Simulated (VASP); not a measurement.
Set up this calculation in VASP 6.6.1, as the native input.

* Task: relaxation of cell and atoms
* Functional: PBEsol
* Potentials or basis: VASP PAW PBE potentials, release 64 (Ga_d, P)
* Cutoff: 600 eV
* k mesh: 8 × 8 × 8
* Occupations: fermi-dirac, width 0.05 eV
* Spin: no spin polarisation
* Further INCAR settings: ALGO = Normal; EDIFF = 1e-06; IBRION = 2; EDIFFG = -0.01; NSW = 60; ISIF = 3

The structure of GaP lies in POSCAR:

```
GaP
1.0
    0.0000000000      2.7252500000      2.7252500000
    2.7252500000      0.0000000000      2.7252500000
    2.7252500000      2.7252500000      0.0000000000
Ga P
1 1
Direct
    0.0000000000      0.0000000000      0.0000000000
    0.7500000000      0.7500000000      0.7500000000
```

One way to write it, as run:

INCAR

```
SYSTEM = GaP
ALGO = Normal
EDIFF = 1E-6
EDIFFG = -0.01
ENCUT = 600
GGA = PS
IBRION = 2
ISIF = 3
ISMEAR = -1
LASPH = .True.
LCHARG = .False.
LREAL = .False.
LWAVE = .False.
NELM = 60
NSW = 60
PREC = Accurate
SIGMA = 0.05
```

KPOINTS

```
k-points
0
Gamma
  8 8 8
  0 0 0
```

Potentials or basis: VASP PAW PBE potentials, release 64 (Ga_d, P).

Launch:

```bash
$ cat potpaw_PBE.64/Ga_d/POTCAR potpaw_PBE.64/P/POTCAR > POTCAR
$ mpirun -np 1 vasp_std > vasp.out
```

Results of the run:

The relaxed volume is 20.09 Å³/atom, the relaxed cell is a = 3.844 Å, b = 3.844 Å, c = 3.844 Å, α = 60.00°, β = 60.00°, γ = 60.00° and the space group after relaxing (to 0.05 Å) is F-43m (No. 216). The energy gained by relaxing is 0.3 meV/atom. The ionic steps are 3 and the pressure after relaxing is 0.0 GPa. The band gap on the k mesh is 1.50 eV, indirect (least direct gap 1.81 eV).

Caveat: the PAW data sets were made with another functional, which shifts forces and pressure a little.

It took 25 s on 1 thread of Intel(R) Xeon(R) Platinum 8488C (Sapphire Rapids), with other jobs on the host, peak memory 0.19 GiB.
